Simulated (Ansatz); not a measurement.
**Two Ansatz runs on Mo**

The cell is COD entry 9011605, as deposited and not checked against the literature; nothing was relaxed. It is an old determination, and later ones may differ. The listed cell was then made from it by scaling, straining or moving an atom.

First run: DFT, PBE, all-electron PAW with datasets made for the crystal, scalar-relativistic (Ansatz 0.2.0).

Command: `ansatz run input.yaml --threads 1 --pin off --max-ram 2048MiB --backend cpu --events-out ev --progress --plain --runs-dir out` The run took 20 s on 1 thread of Arm Neoverse V1, with other jobs on the host, peak memory 0.58 GiB.

```yaml
crystal:
  lattice:
    - [-1.58671, 1.58671, 1.571]
    - [1.58671, -1.58671, 1.571]
    - [1.55529, 1.55529, -1.571]
  atoms:
    - { symbol: Mo, position: [0.0, 0.0, 0.0] }
kpoints:
  mp_grid: { grid: [16, 16, 16] }
scf:
  occupations: { method: fermi_dirac, width: 0.05 }
hamiltonian:
  xc: pbe
  pseudopotentials: { kind: all_electron, datasets: crystal }
output:
  forces: true
  stress: true
  eigenvalues: true
  efg: { contact_densities: true }
```

Result: converged; pressure 4.72 GPa; no gap on the k mesh; 6 SCF iterations.

The input is then changed:

```diff
@@ -10,6 +10,7 @@
 scf:
   occupations: { method: fermi_dirac, width: 0.05 }
+  mixing: { preconditioner: kerker }
 hamiltonian:
-  xc: pbe
+  xc: rpbe
   pseudopotentials: { kind: all_electron, datasets: crystal }
 output:
```

Question: Predict the outcome of the changed run.

Answer: It converged; pressure 8.21 GPa; no gap on the k mesh; 8 SCF iterations.
